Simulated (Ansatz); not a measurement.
# Bi2Te3: the cost of one run

Method: DFT PBEsol, scalar-relativistic, plane waves, PAW, in Ansatz 0.2.0.

1 further run of the same task is left out (it didn't finish).

### Step 1. The structure to begin with

It takes space group R3m (No. 160, trigonal). The conventional cell has a = 4.417 Å, b = 4.417 Å, c = 29.840 Å, α = 90.00°, β = 90.00°, γ = 120.00°. Around Bi (site symmetry 3m) lie 3 Te at 3.03 Å and 3 Bi at 3.43 Å. Bi (site symmetry 3m) is surrounded by 3 Te at 3.27 Å and 3 Bi at 3.43 Å. Te (site symmetry 3m) is surrounded by 6 Te at 3.04 to 3.45 Å. Te (site symmetry 3m) is surrounded by 3 Bi at 3.03 Å and 3 Te at 3.45 Å. Te (site symmetry 3m) has 3 Te at 3.04 Å and 3 Bi at 3.27 Å as nearest neighbours.

Structure file:

```
Bi Te
1.0
     2.20850    1.27508    9.94667
    -2.20850    1.27508    9.94667
     0.00000   -2.55016    9.94667
Bi Te
2 3
Direct
  0.81200 0.81200 0.81200
  0.40200 0.40200 0.40200
  0.61100 0.61100 0.61100
  0.20000 0.20000 0.20000
  0.00000 0.00000 0.00000
```

No relaxation comes first: the listed cell is the starting point.

### Step 2. Zero of the scan

File input.yaml:

```yaml
crystal:
  lattice:
    - [2.2085012539, 1.2750787934, 9.94667]
    - [-2.2085012539, 1.2750787934, 9.94667]
    - [0.0, -2.5501575869, 9.94667]
  atoms:
    - { symbol: Bi, position: [0.812, 0.812, 0.812] }
    - { symbol: Bi, position: [0.402, 0.402, 0.402] }
    - { symbol: Te, position: [0.611, 0.611, 0.611] }
    - { symbol: Te, position: [0.2, 0.2, 0.2] }
    - { symbol: Te, position: [0.0, 0.0, 0.0] }
basis:
  ecutwfc: 420
kpoints:
  mp_grid: { grid: [12, 12, 12] }
hamiltonian:
  xc: pbesol
scf:
  occupations: { method: gaussian, width: 0.15 }
output:
  forces: true
  stress: true
  eigenvalues: true
```

The run is started by

```sh
$ ansatz run input.yaml --threads 1 --pin off --max-ram 2560MiB --backend cpu --events-out ev --progress --plain --runs-dir out
```

Q: Estimate wall time and peak memory on 1 thread of Intel Xeon Platinum 8259CL at 2.50GHz (Skylake/Cascade Lake), shared host.

About 2.7 min, with a peak of 1.2 GiB.
